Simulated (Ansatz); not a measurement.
RbBr: from a first guess to the relaxed rocksalt type

First guess:

```yaml
crystal:
  lattice:
    - [0.00000, 3.08711, 3.08711]
    - [3.08711, 0.00000, 3.08711]
    - [3.08711, 3.08711, 0.00000]
  atoms:
    - { symbol: Rb, position: [0.00000, 0.00000, 0.00000] }
    - { symbol: Br, position: [0.50000, 0.50000, 0.50000] }
```

Theory: Ansatz 0.2.0, DFT, PBE, PAW with Ansatz's default frozen-core files, scalar-relativistic.

Cell and atoms relax within the symmetry of the start on a 9×9×9 k mesh with 0.05 eV Fermi–Dirac smearing.

The start is built from a prototype, known or not as a phase of this compound; the cutoff is 420 eV.

What is the pressure of the first guess?

11.88 GPa.

What does it relax to?

a = 7.015 Å, b = 7.015 Å, c = 7.015 Å, α = 90.00°, β = 90.00°, γ = 90.00° (conventional cell), 43.16 Å³ per atom:
```cif
data_structure
_symmetry_space_group_name_H-M 'Fm-3m'
_symmetry_Int_Tables_number 225
_cell_length_a 7.0152
_cell_length_b 7.0152
_cell_length_c 7.0152
_cell_angle_alpha 90.000
_cell_angle_beta 90.000
_cell_angle_gamma 90.000
_cell_volume 345.24
loop_
_atom_site_label
_atom_site_type_symbol
_atom_site_symmetry_multiplicity
_atom_site_Wyckoff_symbol
_atom_site_fract_x
_atom_site_fract_y
_atom_site_fract_z
_atom_site_occupancy
Rb1 Rb 4 a 0.00000 0.00000 0.00000 1
Br1 Br 4 b 0.50000 0.00000 0.00000 1
```

How much energy does the relaxation release?

349 meV/atom.
